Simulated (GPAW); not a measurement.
TiCo in GPAW: the effect of functional

The system is TiCo.

```
Co Ti
1.0
     2.98611    0.00000    0.00000
     0.00000    2.98611    0.00000
     0.00000    0.00000    2.98611
Co Ti
1 1
Direct
  0.50000 0.50000 0.50000
  0.00000 0.00000 0.00000
```

The cell comes from a database or a generator and needn't be the stable form of this composition.

Alike in all runs:

| Quantity | Value |
| --- | --- |
| Program | GPAW 26.7.0 |
| Task | hyperfine couplings |
| Cutoff | 510 eV |
| Basis | pw |
| k mesh | 9 × 9 × 9 |
| Occupations | fermi-dirac, width 0.05 eV |
| Spin | collinear spin, ferromagnetic start |
| Starting moments | [2.0, 1.0] μB |

| functional | potentials or basis | pressure (GPa) | moment (μB) |
| --- | --- | --- | --- |
| LDA | the program's PAW data sets (release 1.2.1) made for this functional | ? | ? |
| PBEsol | PAW data sets generated in the run's folder for this functional | -10.4 | 0.71 |
| RPBE | the program's PAW data sets (release 1.2.1) made for this functional | 1.7 | 0.84 |
| AM05 | PAW data sets generated in the run's folder for this functional | -11.1 | 0.59 |
| WC | PAW data sets generated in the run's folder for this functional | -9.7 | 0.75 |
| revPBE | the program's PAW data sets (release 1.2.1) made for this functional | 0.4 | 0.84 |
| BLYP | PAW data sets generated in the run's folder for this functional | 2.2 | 0.78 |

Question: What does the run with functional LDA give?

Answer: Pressure -17.0 GPa; moment 0.48 μB.

Caveats: the cutoff is short for stress and forces, so pressures can be off by a GPa or more; the dipolar part lacks the spin inside other atoms' spheres.

Runs at the PBE level aren't shown here.
